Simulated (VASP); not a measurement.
# SiC (P6_3mc) in VASP: further runs

Aim: see how the results for SiC move with the level of theory and the settings. Levels: PBE, r2SCAN. Tasks: band structure.

Everything below comes from runs of VASP 6.6.1. Logs are shortened: lines on timing, memory, paths and dates and some standing lists are left out, and cuts for length are marked.

## 1. Starting point

It takes space group P6_3mc (No. 186, hexagonal). The conventional cell has a = 3.093 Å, b = 3.093 Å, c = 10.127 Å, α = 90.00°, β = 90.00°, γ = 120.00°. Si (site symmetry 3m) has 4 C at 1.90 Å as nearest neighbours. Around Si (site symmetry 3m) lie 4 C at 1.89 to 1.90 Å. Around C (site symmetry 3m) lie 4 Si at 1.89 to 1.90 Å. C (site symmetry 3m) has 4 Si at 1.90 Å as nearest neighbours.

The cell is a database's computed one.

## 2. Band structure, PBE

Input file INCAR:

```
SYSTEM = SiC
  ALGO = Fast
  EDIFF = 1E-6
  ENCUT = 520
  GGA = PE
  ICORELEVEL = 1
  ISIF = 2
  ISMEAR = 0
  KPAR = 2
  LASPH = .TRUE.
  LCHARG = .FALSE.
  LREAL = .FALSE.
  LWAVE = .FALSE.
  NBANDS = 26
  NELM = 80
  PREC = Accurate
  SIGMA = 0.03
```

Input file KPOINTS:

```
k-points
0
G
  12 12 3
  0 0 0
```

Input file POSCAR:

```
SiC                                     
1.0
    3.0931911696     -0.0000000000     -0.0000000000
   -1.5465955798      2.6787821335      0.0000000000
   -0.0000000000      0.0000000000     10.1265812101
  Si              C             
     4     4
Direct
     0.6666666699999979    0.3333333300000021    0.9378461793464683
     0.3333333300000021    0.6666666699999979    0.4378461793464683
     0.0000000000000000    0.0000000000000000    0.6878980636266611
     0.0000000000000000    1.0000000000000000    0.1878980636266611
     0.6666666699999979    0.3333333300000021    0.7498074223887478
     0.3333333300000021    0.6666666699999979    0.2498074223887478
     0.0000000000000000    0.0000000000000000    0.5004473346381301
     0.0000000000000000    0.0000000000000000    0.0004473346381300
```

Input file KPOINTS_OPT:

```
explicit points
141
Reciprocal
 0.0000000000  0.0000000000  0.0000000000 1
 0.0357142857  0.0000000000  0.0000000000 1
 0.0714285714  0.0000000000  0.0000000000 1
 0.1071428571  0.0000000000  0.0000000000 1
 0.1428571429  0.0000000000  0.0000000000 1
 0.1785714286  0.0000000000  0.0000000000 1
[... 133 lines left out ...]
 0.5000000000  0.0000000000  0.5000000000 1
 0.5000000000  0.0000000000  0.0000000000 1
```

Potentials or basis: VASP PAW PBE potentials, release 64 (Si, C).

Run with:

```bash
$ cat potpaw_PBE.64/Si/POTCAR potpaw_PBE.64/C/POTCAR > POTCAR
$ mpirun -np 2 vasp_std > vasp.out
```

OUTCAR:

```text
SYSTEM = SiC
   EDIFF = 1E-6
   ENCUT = 520
   GGA = PE
   ISIF = 2
   ISMEAR = 0
   LASPH = .TRUE.
   LREAL = .FALSE.
   NELM = 80
   PREC = Accurate

 ion  position               nearest neighbor table
   1  0.667  0.333  0.938-   8 1.90   8 1.90   8 1.90   5 1.90   3 3.10   3 3.10   3 3.10   4 3.10
                             4 3.10   4 3.10
   2  0.333  0.667  0.438-   7 1.90   7 1.90   7 1.90   6 1.90   4 3.10   4 3.10   4 3.10   3 3.10
                             3 3.10   3 3.10
   3  0.000  0.000  0.688-   5 1.89   5 1.89   5 1.89   7 1.90   1 3.10   1 3.10   1 3.10   2 3.10
                             2 3.10   2 3.10
   4  0.000  0.000  0.188-   6 1.89   6 1.89   6 1.89   8 1.90   2 3.10   2 3.10   2 3.10   1 3.10
                             1 3.10   1 3.10
   5  0.667  0.333  0.750-   3 1.89   3 1.89   3 1.89   1 1.90
   6  0.333  0.667  0.250-   4 1.89   4 1.89   4 1.89   2 1.90
   7  0.000  0.000  0.500-   2 1.90   2 1.90   2 1.90   3 1.90
   8  0.000  0.000  0.000-   1 1.90   1 1.90   1 1.90   4 1.90

  LATTYP: Found a hexagonal cell.
 ALAT       =     3.0931911696
 C/A-ratio  =     3.2738297295

  Lattice vectors:

 A1 = (   3.0931911696,   0.0000000000,   0.0000000000)
 A2 = (  -1.5465955798,   2.6787821335,   0.0000000000)
 A3 = (   0.0000000000,   0.0000000000,  10.1265812101)

Analysis of symmetry for initial positions (statically):
=====================================================================
 Subroutine PRICEL returns:
 Original cell was already a primitive cell.

 Routine SETGRP: Setting up the symmetry group for a
 hexagonal supercell.

 Subroutine GETGRP returns: Found 12 space group operations
 (whereof  6 operations were pure point group operations)
 out of a pool of 24 trial point group operations.

The static configuration has the point symmetry C_3v.
 The point group associated with its full space group is C_6v.

Analysis of symmetry for dynamics (positions and initial velocities):
=====================================================================
 Subroutine PRICEL returns:
 Original cell was already a primitive cell.

 Routine SETGRP: Setting up the symmetry group for a
 hexagonal supercell.

 Subroutine GETGRP returns: Found 12 space group operations
 (whereof  6 operations were pure point group operations)
 out of a pool of 24 trial point group operations.

The dynamic configuration has the point symmetry C_3v.
 The point group associated with its full space group is C_6v.

 Subroutine INISYM returns: Found 12 space group operations
 (whereof  6 operations are pure point group operations),
 and found     1 'primitive' translations

----------------------------------------------------------------------------------------

                                     Primitive cell

  volume of cell :      83.9087

  direct lattice vectors                    reciprocal lattice vectors
     3.093191170  0.000000000  0.000000000     0.323290720  0.186651983  0.000000000
    -1.546595580  2.678782133  0.000000000     0.000000000  0.373303968  0.000000000
     0.000000000  0.000000000 10.126581210     0.000000000  0.000000000  0.098750010

  length of vectors
     3.093191170  3.093191169 10.126581210     0.373303968  0.373303968  0.098750010

  position of ions in fractional coordinates (direct lattice)
     0.666666670  0.333333330  0.937846179
     0.333333330  0.666666670  0.437846179
     0.000000000  0.000000000  0.687898064
     0.000000000  0.000000000  0.187898064
     0.666666670  0.333333330  0.749807422
     0.333333330  0.666666670  0.249807422
     0.000000000  0.000000000  0.500447335
     0.000000000  0.000000000  0.000447335

  ion indices of the primitive-cell ions
   primitive index   ion index
                 1           1
                 2           2
                 3           3
                 4           4
                 5           5
                 6           6
                 7           7
                 8           8

----------------------------------------------------------------------------------------

 KPOINTS: k-points

Automatic generation of k-mesh.
 Grid dimensions read from file:
 generate k-points for:   12   12    3

 Generating k-lattice:

  Cartesian coordinates                     Fractional coordinates (reciprocal lattice)
     0.026940893  0.015554332  0.000000000     0.083333333  0.000000000  0.000000000
     0.000000000  0.031108664  0.000000000     0.000000000  0.083333333  0.000000000
     0.000000000  0.000000000  0.032916670     0.000000000  0.000000000  0.333333333

  Length of vectors
     0.031108664  0.031108664  0.032916670

  Shift w.r.t. Gamma in fractional coordinates (k-lattice)
     0.000000000  0.000000000  0.000000000

 Subroutine IBZKPT returns following result:
 ===========================================

 Found     38 irreducible k-points:

 Following reciprocal coordinates:
            Coordinates               Weight
  0.000000  0.000000  0.000000      1.000000
  0.083333  0.000000  0.000000      6.000000
  0.166667 -0.000000  0.000000      6.000000
  0.250000  0.000000  0.000000      6.000000
  0.333333 -0.000000  0.000000      6.000000
  0.416667  0.000000  0.000000      6.000000
[... 16 lines left out ...]
  0.250000  0.000000  0.333333     12.000000
  0.333333 -0.000000  0.333333     12.000000
 [... further k-points ...]
   k-points           NKPTS =     38   k-points in BZ     NKDIM =     38   number of bands    NBANDS=     26
   number of dos      NEDOS =    301   number of ions     NIONS =      8
   total plane-waves  NPLWV =  46080
   dimension x,y,z NGX =    24 NGY =   24 NGZ =   80
   dimension x,y,z NGXF=    48 NGYF=   48 NGZF=  160
   ions per type =               4   4
   NGX,Y,Z   is equivalent  to a cutoff of  12.90, 12.90, 13.13 a.u.
   NGXF,Y,Z  is equivalent  to a cutoff of  25.80, 25.80, 26.27 a.u.
 SYSTEM =  SiC
   PREC   = accura    normal or accurate (medium, high low for compatibility)
   ISTART =      0    job   : 0-new  1-cont  2-samecut
   ICHARG =      2    charge: 1-file 2-atom 10-const
   ISPIN  =      1    spin polarized calculation?
   LNONCOLLINEAR =      F non collinear calculations
   LSORBIT =      F    spin-orbit coupling
   LASPH  =      T    aspherical Exc in radial PAW
   ENCUT  =  520.0 eV  38.22 Ry    6.18 a.u.   5.75  5.75 18.83*2*pi/ulx,y,z
   NELM   =     80;   NELMIN=  2; NELMDL= -5     # of ELM steps
   EDIFF  = 0.1E-05   stopping-criterion for ELM
   LREAL  =      F    real-space projection
   EDIFFG = 0.1E-04   stopping-criterion for IOM
   NSW    =      0    number of steps for IOM
   IBRION =     -1    ionic relax: 0-MD 1-quasi-New 2-CG
   NFREE  =      0    steps in history (QN), initial steepest desc. (CG)
   ISIF   =      2    stress and relaxation
   ISYM   =      2    0-nonsym 1-usesym 2-fastsym
   POTIM  = 0.5000    time-step for ionic-motion
   TEBEG  =    0.0;   TEEND  =   0.0 temperature during run
   PSTRESS=    0.0 pullay stress
   NELECT =      32.0000    total number of electrons
   NUPDOWN=      -1.0000    fix difference up-down
   EMIN   =  10.00;   EMAX   =-10.00  energy-range for DOS
   EFERMI =   0.00;   METHOD = LEGACY
   ISMEAR =     0;   SIGMA  =   0.03  broadening in eV -4-tet -1-fermi 0-gaus
   EFERMI_NEDOS =   21; number of points for ismear=-14 and -15
   IALGO  =     68    algorithm
   IMIX   =      4    mixing-type and parameters
     AMIX     =   0.40;   BMIX     =  1.00
     AMIX_MAG =   1.60;   BMIX_MAG =  1.00
  volume/ion in A,a.u.               =      10.49        70.78
  Fermi-wavevector in a.u.,A,eV,Ry     =   1.187196  2.243475 19.176524  1.409435
  Thomas-Fermi vector in A             =   2.323353
   LORBIT       =      0    0 simple, 1 ext, 2 COOP (PROOUT), +10 PAW based schemes
   GGA     = PE    functional components
   LHFCALC =     F    Hartree Fock is set to
   AEXX    =    0.0000 exact exchange contribution
   IVDW    =     0    specifies the selected vdW correction
   LEPSILON=     F    determine dielectric tensor
   LRPA    =     F    only Hartree local field effects (RPA)
 non-spin polarized calculation
 RMM-DIIS sequential band-by-band and
 Gauss-broadening in eV      SIGMA  =   0.03
  energy-cutoff  :      520.00
  volume of cell :       83.91
 maximum number of plane-waves:      2284
 NGX is ok and might be reduce to    24
   NGX = 11   NGY = 11   NGZ = 37

 number of electron      32.0000001 magnetization

 Free energy of the ion-electron system (eV)
  ---------------------------------------------------
  ext. energy  EPLUGINS =         0.00000000
  ---------------------------------------------------
  free energy    TOTEN  =       -60.24897639 eV

  energy without entropy =      -60.24897639  energy(sigma->0) =      -60.24897639

 the core state eigenenergies are
   1-  1s  -1771.4625  2s   -125.3059  2p    -81.3386
   2-  1s  -1771.4625  2s   -125.3059  2p    -81.3386
   3-  1s  -1771.4283  2s   -125.2666  2p    -81.2996
   4-  1s  -1771.4283  2s   -125.2666  2p    -81.2996
   5-  1s   -255.6204
   6-  1s   -255.6204
   7-  1s   -255.6850
   8-  1s   -255.6850

 E-fermi :   8.2078     XC(G=0): -11.2936

 val. band max:        8.0204987650   @ k =   0.0000   0.0000   0.0000
 cond. band min:      10.2435312741   @ k =   0.5000   0.0000   0.0000
 fundamental gap:      2.2230325091
 Fermi energy:         8.2078440959

 k-point     1 :       0.0000    0.0000    0.0000
  band No.  band energies     occupation
      1      -7.3519      2.00000
      2      -6.1881      2.00000
      3      -6.1521      2.00000
      4      -3.8369      2.00000
      5      -0.5119      2.00000
      6       3.6661      2.00000
[... 18 lines left out ...]
     25      15.3152      0.00000
     26      16.7514      0.00000

 k-point     2 :       0.0833    0.0000    0.0000
  band No.  band energies     occupation
      1      -7.2326      2.00000
      2      -6.0728      2.00000
      3      -6.0362      2.00000
      4      -3.7362      2.00000
      5      -0.4031      2.00000
      6       3.7020      2.00000
[... 18 lines left out ...]
     25      15.3799      0.00000
[... 608 lines left out ...]
     25      16.7134      0.00000
     26      16.7397      0.00000

 k-point    24 :       0.3333   -0.0000    0.3333
  band No.  band energies     occupation
      1      -5.3941      2.00000
      2      -5.0244      2.00000
      3      -3.6720      2.00000
      4      -2.8983      2.00000
      5       0.8540      2.00000
      6       1.2204      2.00000
[... 18 lines left out ...]
     25      16.4595      0.00000
     26      16.8660      0.00000

 [... further k-points ...]
[... 5 lines left out ...]
  --------------------------------------------------------------------------------------
  -------------------------------------------------------------------------------------
  Total        0.0762225      0.0762225      0.0708158      0.0000000      0.0000000      0.0000000
  in kB        1.4554152      1.4554152      1.3521767      0.0000000      0.0000000      0.0000000
  external PRESSURE =       1.4210024 kB  Pullay stress =       0.0000000 kB

 VOLUME and BASIS-vectors are now :
 -----------------------------------------------------------------------------
  energy-cutoff  :      520.00
  volume of cell :       83.91
      direct lattice vectors                 reciprocal lattice vectors
     3.093191170  0.000000000  0.000000000     0.323290720  0.186651983  0.000000000
    -1.546595580  2.678782133  0.000000000     0.000000000  0.373303968  0.000000000
     0.000000000  0.000000000 10.126581210     0.000000000  0.000000000  0.098750010

 POSITION                                       TOTAL-FORCE (eV/Angst)
 -----------------------------------------------------------------------------------
      1.54660      0.89293      9.49718         0.000000     -0.000000     -0.000013
     -0.00000      1.78585      4.43388        -0.000000     -0.000000     -0.000013
      0.00000      0.00000      6.96606        -0.000000     -0.000000     -0.000697
      0.00000      0.00000      1.90277        -0.000000      0.000000     -0.000697
      1.54660      0.89293      7.59299        -0.000000      0.000000      0.000153
     -0.00000      1.78585      2.52970         0.000000      0.000000      0.000153
      0.00000      0.00000      5.06782         0.000000     -0.000000      0.000557
      0.00000      0.00000      0.00453        -0.000000      0.000000      0.000557
 -----------------------------------------------------------------------------------
    total drift:                                0.000000      0.000000      0.000051

  FREE ENERGIE OF THE ION-ELECTRON SYSTEM (eV)
  ---------------------------------------------------
  free  energy   TOTEN  =       -60.2489763858 eV

  energy  without entropy=      -60.2489763858  energy(sigma->0) =      -60.24897639
```

Run time: 58 s. Hardware: 2 MPI ranks of Intel Xeon 6975P-C (Granite Rapids), shared host; peak memory 0.26 GiB.

What came out:

```
Free energy             : -60.2490 eV
Pressure                : 0.1 GPa
Band gap on the k mesh  : 2.22 eV, indirect (least direct gap 3.34 eV)
Band gap along the path : 2.22 eV, indirect (least direct gap 3.34 eV)
```

Levels at the corners of the path, in eV from the valence-band top:
```tsv
point	band 13	band 14	band 15	band 16	band 17	band 18	band 19	band 20
Γ	-0.58	-0.05	0.00	0.00	4.97	5.55	6.13	6.19
M	-2.34	-2.20	-1.56	-1.12	2.22	2.34	4.18	4.66
M	-2.34	-2.20	-1.56	-1.12	2.22	2.34	4.18	4.66
K	-3.95	-2.84	-2.84	-1.66	3.97	3.97	5.11	5.54
K	-3.95	-2.84	-2.84	-1.66	3.97	3.97	5.11	5.54
Γ	-0.58	-0.05	0.00	0.00	4.97	5.55	6.13	6.19
Γ	-0.58	-0.05	0.00	0.00	4.97	5.55	6.13	6.19
A	-0.21	-0.21	-0.21	-0.21	5.18	5.18	6.62	6.62
A	-0.21	-0.21	-0.21	-0.21	5.18	5.18	6.62	6.62
L	-2.48	-2.48	-1.54	-1.54	2.63	2.63	4.18	4.18
L	-2.48	-2.48	-1.54	-1.54	2.63	2.63	4.18	4.18
H	-2.73	-2.73	-2.43	-2.43	3.24	3.24	6.60	6.60
H	-2.73	-2.73	-2.43	-2.43	3.24	3.24	6.60	6.60
A	-0.21	-0.21	-0.21	-0.21	5.18	5.18	6.62	6.62
L	-2.48	-2.48	-1.54	-1.54	2.63	2.63	4.18	4.18
M	-2.34	-2.20	-1.56	-1.12	2.22	2.34	4.18	4.66
K	-3.95	-2.84	-2.84	-1.66	3.97	3.97	5.11	5.54
H	-2.73	-2.73	-2.43	-2.43	3.24	3.24	6.60	6.60
```

Core levels (eV, on the scale of the bands):
| atom | levels |
| --- | --- |
| 1 Si | 1s -1771.5, 2s -125.3, 2p -81.3 |
| 2 Si | 1s -1771.5, 2s -125.3, 2p -81.3 |
| 3 Si | 1s -1771.4, 2s -125.3, 2p -81.3 |
| 4 Si | 1s -1771.4, 2s -125.3, 2p -81.3 |
| 5 C | 1s -255.6 |
| 6 C | 1s -255.6 |

Expect the measured gap to be larger: semilocal functionals such as PBE lack the derivative discontinuity.

## 3. Band structure, r2SCAN

Input file INCAR:

```
SYSTEM = SiC
  ALGO = Normal
  EDIFF = 1E-6
  ENCUT = 520
  ISIF = 2
  ISMEAR = 0
  KPAR = 2
  LASPH = .TRUE.
  LCHARG = .FALSE.
  LMIXTAU = .TRUE.
  LREAL = .FALSE.
  LWAVE = .FALSE.
  METAGGA = R2SCAN
  NBANDS = 26
  NELM = 80
  PREC = Accurate
  SIGMA = 0.03
```

KPOINTS is that of step 2.

POSCAR is that of step 2.

KPOINTS_OPT is that of step 2.

Potentials or basis: VASP PAW PBE potentials, release 64 (Si, C).

Run with:

```bash
$ cat potpaw_PBE.64/Si/POTCAR potpaw_PBE.64/C/POTCAR > POTCAR
$ mpirun -np 2 vasp_std > vasp.out
```

Run time: 4.1 min. Hardware: 2 MPI ranks of Intel Xeon 6975P-C (Granite Rapids), shared host; peak memory 0.26 GiB.

Results (log left out):

```yaml
Free_energy: -77.2938 eV
Pressure: -3.5 GPa
Largest_force: 0.005 eV/Å
Band_gap_on_the_k_mesh: 2.60 eV, indirect (least direct gap 3.78 eV)
Band_gap_along_the_path: 2.60 eV, indirect (least direct gap 3.78 eV)
```

Forces in eV/Å, atoms in the order of the input:
```
Si   0.000  0.000  0.004
Si   0.000  0.000  0.004
Si   0.000  0.000 -0.004
Si   0.000  0.000 -0.004
C    0.000  0.000 -0.004
C    0.000  0.000 -0.004
C    0.000  0.000  0.005
C    0.000  0.000  0.005
```

Stress tensor (GPa, compression positive):
```
-3.54  0.00  0.00
 0.00 -3.54  0.00
 0.00  0.00 -3.43
```

Levels at the corners of the path, in eV from the valence-band top:
```tsv
point	band 12	band 13	band 14	band 15	band 16	band 17	band 18	band 19	band 20	band 21
Γ	-0.61	-0.61	-0.05	0.00	0.00	5.52	6.12	6.71	6.76	7.41
M	-2.48	-2.45	-2.31	-1.63	-1.18	2.60	2.75	4.67	5.18	5.76
M	-2.48	-2.45	-2.31	-1.63	-1.18	2.60	2.75	4.67	5.18	5.76
K	-4.49	-4.08	-2.94	-2.94	-1.75	4.42	4.42	5.63	6.07	6.07
K	-4.49	-4.08	-2.94	-2.94	-1.75	4.42	4.42	5.63	6.07	6.07
Γ	-0.61	-0.61	-0.05	0.00	0.00	5.52	6.12	6.71	6.76	7.41
Γ	-0.61	-0.61	-0.05	0.00	0.00	5.52	6.12	6.71	6.76	7.41
A	-1.09	-0.22	-0.22	-0.22	-0.22	5.74	5.74	7.21	7.21	7.51
A	-1.09	-0.22	-0.22	-0.22	-0.22	5.74	5.74	7.21	7.21	7.51
L	-3.13	-2.55	-2.55	-1.62	-1.62	3.04	3.04	4.65	4.65	6.57
L	-3.13	-2.55	-2.55	-1.62	-1.62	3.04	3.04	4.65	4.65	6.57
H	-5.12	-2.84	-2.84	-2.53	-2.53	3.67	3.67	7.18	7.18	7.27
H	-5.12	-2.84	-2.84	-2.53	-2.53	3.67	3.67	7.18	7.18	7.27
A	-1.09	-0.22	-0.22	-0.22	-0.22	5.74	5.74	7.21	7.21	7.51
L	-3.13	-2.55	-2.55	-1.62	-1.62	3.04	3.04	4.65	4.65	6.57
M	-2.48	-2.45	-2.31	-1.63	-1.18	2.60	2.75	4.67	5.18	5.76
K	-4.49	-4.08	-2.94	-2.94	-1.75	4.42	4.42	5.63	6.07	6.07
H	-5.12	-2.84	-2.84	-2.53	-2.53	3.67	3.67	7.18	7.18	7.27
```

Caveat: the PAW data sets were made with another functional, which shifts forces and pressure a little. r2SCAN opens gaps a little over a GGA but as a rule still falls short of measured ones.
